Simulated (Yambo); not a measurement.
**BAs in Yambo: convergence with bands in self energy**

Crystal: BAs.

```
As B
1.0
     0.00000    2.38850    2.38850
     2.38850    0.00000    2.38850
     2.38850    2.38850    0.00000
As B
1 1
Direct
  0.75000 0.75000 0.75000
  0.00000 0.00000 0.00000
```

```yaml
Program: Yambo 5.3.0
Task: G0W0 quasiparticle levels
Functional: LDA
Potentials_or_basis: PseudoDojo 0.4.1 SR LDA standard
Cutoff: 1088 eV
Density_cutoff: 4354 eV
k_mesh: 6 × 6 × 6
Occupations: fixed
Spin: no spin polarisation
k_mesh_of_the_self-consistent_run: 10 × 10 × 10
Form_of_the_LDA: PW92
Random_integration_of_the_Coulomb_term: yes
Direction_of_the_field_or_of_q_to_0: x + y + z
Broadening: 0.1 eV
States_corrected: Γ and the k points of the band edges
Frequency_dependence_of_W: plasmon pole
Terminator_of_the_band_sum_in_the_self-energy: none
Quasiparticle_equation: linearised (Newton)
Imaginary_frequency_of_the_plasmon-pole_fit: 27.2114 eV
Bands_in_the_response: 159
Bands_in_the_self-energy: 29
Cutoff_of_the_response_matrix: 12 Ry
Cutoff_of_exchange_and_Vxc: 80 Ry
Bands_corrected_first_last: "[9, 11]"
```

These are the settings of the first run; the series varies bands in self energy, with any setting tied to it.

Task: The values tried are 29, 49, 89, 159, loosest first. From which on does the quasiparticle gap at the points computed stay within 0.05 eV of the tightest run that finished?

Result: From 89 on.

| bands in self energy | quasiparticle gap at the points computed (eV) |
| --- | --- |
| 29 | 1.999 |
| 49 | 2.064 |
| 89 | 2.116 |
| 159 | 2.139 |

The tightest run that finished is the yardstick and may itself not be fully converged.

Caveat, for the tightest run too: the potentials hold a filled d shell without the s and p states of that shell, which can shift GW gaps by tenths of an eV, either way; this k mesh misses the band edges, so its gaps are larger than the crystal's; this version prints the column dSc/dw multiplied by 27.2; the quasiparticle gap listed is the Kohn-Sham gap on the denser mesh of the self-consistent run plus the correction found on the GW mesh, so it differs from the gap in the log.
